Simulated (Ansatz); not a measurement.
## SnO₂ (Pnnm), random displacements

Method: DFT LDA, scalar-relativistic, plane waves, PAW (Ansatz). Cutoff 420 eV, Γ-centred 6×6×8 k-points, Gaussian smearing of 0.05 eV. No spin polarisation. Energies are free energies at this smearing, counted from the undisturbed cell; pressure is positive in compression.

The undisturbed cell (as given, not relaxed at this level):

```
CELL_PARAMETERS angstrom
4.78800 0.00000 0.00000
0.00000 4.86658 0.00000
0.00000 0.00000 3.24090
ATOMIC_POSITIONS crystal
Sn 0.50000 0.50000 0.50000
Sn 0.00000 0.00000 0.00000
O 0.29185 0.32104 0.00000
O 0.79185 0.17896 0.50000
O 0.20814 0.82104 0.50000
O 0.70815 0.67896 0.00000
```

The atoms are displaced (Å, in the unstrained cell):

| atom | ux | uy | uz |
| --- | --- | --- | --- |
| Sn1 | -0.086 | -0.051 | -0.002 |
| Sn2 | -0.110 | -0.085 | -0.027 |
| O3 | 0.073 | 0.180 | 0.119 |
| O4 | 0.053 | 0.092 | -0.074 |
| O5 | 0.057 | -0.001 | 0.145 |
| O6 | 0.013 | -0.134 | -0.162 |

Strain (Voigt, engineering shear): (0.0243, -0.0005, -0.0192, 0.0453, -0.0674, -0.0070).

Q: What are the energy change, the stress and the forces?

A: ΔE = 222.2 meV/atom; stress (xx, yy, zz, yz, xz, xy; compression positive) (-3.29, -4.96, 3.78, 1.46, 9.93, 5.36) GPa; gap on the mesh 0.87 eV.
```tsv
atom	Fx (eV/Å)	Fy	Fz
Sn1	2.33	1.77	2.73
Sn2	0.80	0.04	0.65
O3	-3.43	-3.59	-3.91
O4	0.45	-1.04	0.08
O5	-1.27	1.19	-1.07
O6	1.11	1.64	1.52
```

Cost: 1 run of about 0.53 core-minutes, on AMD EPYC 7R13 Processor (Zen 3) (shared hosts).